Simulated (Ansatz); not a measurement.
Bulk crystal (RbBr) after relaxation:

```
Rb Br
1.0
     0.00000    3.42521    3.42521
     3.42521    0.00000    3.42521
     3.42521    3.42521    0.00000
Rb Br
1 1
Direct
  0.00000 0.00000 0.00000
  0.50000 0.50000 0.50000
```

Miller indices refer to the conventional cell of Fm-3m (No. 225), a = 6.850 Å, b = 6.850 Å, c = 6.850 Å, α = 90.00°, β = 90.00°, γ = 90.00°. The bulk's gap is 4.22 eV.

The (110) slab of 5 planes, 9.7 Å thick with 15 Å of vacuum as cut; outer planes RbBr (top) and RbBr (bottom).

These are results of DFT PBEsol, scalar-relativistic, plane waves, PAW (Ansatz), not measurements. Cutoff 420 eV; k points 6×4×1 on the computed 10-atom cell (Γ-centred); Gaussian smearing, width 0.05 eV; no spin polarisation. A dipole correction removes the field between periodic images along c.

Results for the relaxed slab:

For the relaxed slab, the surface energy (mean of both faces) is 0.21 J/m², the gap of the slab on the mesh is 3.77 eV and the bulk valence band top under the vacuum level is 5.93 eV. The bulk conduction band bottom under the vacuum level is 1.71 eV.

Relaxation lowers the energy by 0.008 J/m² a face; the largest move is 0.143 Å.

```tsv
plane (bottom to top)	atoms	spacing to next, bulk (Å)	relaxed (Å)	change (%)	rumpling (Å)
1	RbBr	2.422	2.284	-5.7	0.071
2	RbBr	2.422	2.453	+1.3	0.026
3	RbBr	2.422	2.453	+1.3	0.000
4	RbBr	2.422	2.284	-5.7	0.026
5	RbBr				0.071
```